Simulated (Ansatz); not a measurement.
Runs of Ansatz 0.2.0 on SnO. The structure is orthorhombic, space group Pmn2_1 (No. 31). The conventional cell has a = 3.355 Å, b = 5.674 Å, c = 4.222 Å, α = 90.00°, β = 90.00°, γ = 90.00°. Sn (site symmetry m) is surrounded by 3 O at 2.15 to 2.16 Å. Around O (site symmetry m) lie 3 Sn at 2.15 to 2.16 Å. The cell comes from a database or a generator and needn't be the stable form of this composition.

```csv
task,level,k mesh,cutoff (eV),smearing,points for each segment of the path,gap on the mesh (eV),pressure (GPa),V0 of scaled cells (Å³/atom),B0 (GPa),largest force (eV/Å)
projected density of states,PBE0,5 × 3 × 4,420,fermi-dirac 0.05 eV,-,2.99,-,-,-,0.78
projected density of states,PBEsol,5 × 3 × 4,420,fermi-dirac 0.05 eV,-,(b),-3.0,-,-,0.43
band structure,LDA,8 × 5 × 6,420,fermi-dirac 0.05 eV,14,1.47,-5.5,-,-,0.74
equation of state,r2SCAN,8 × 5 × 6,500,fermi-dirac 0.05 eV,-,-,-,19.34,87,-
equation of state,PBEsol,8 × 5 × 6,420,fermi-dirac 0.05 eV,-,-,-,19.30,83,-
band structure,PBEsol,8 × 5 × 6,420,fermi-dirac 0.05 eV,14,1.43,-3.1,-,-,0.43
band structure,r2SCAN,8 × 5 × 6,500,fermi-dirac 0.05 eV,14,1.81,-3.1,-,-,(a)
Born charges and dielectric tensor,PBEsol,8 × 4 × 6,420,fixed,-,1.34,-,-,-,-
```

Alike in all rows: potentials or basis Ansatz PAW; no spin polarisation; cell as given.

Estimate the missing entries.

(a) 0.64; (b) 1.55.

Caveats: the PAW data sets come from PBE, with cores solved anew for the run's functional, which leaves a small shift of forces and pressure; spin-orbit coupling is left out, which moves the levels of the heavy elements (some runs); the k mesh misses the band edges, so the gap on the mesh is wider than the one along the path (some runs); odd divisions of the mesh miss points on the zone boundary, where band edges often lie, so the gap on the mesh can be too wide (some runs); the density of states is complete only up to the lowest level of the last band computed (some runs); the cell was scaled at fixed shape and fractional positions, which overstates the stiffness of a crystal with free parameters, most of all of layers and chains (some runs).

A k mesh can miss the band edges, and the runs leave out spin-orbit coupling on Sn.

Not every run made on this cell is shown here.
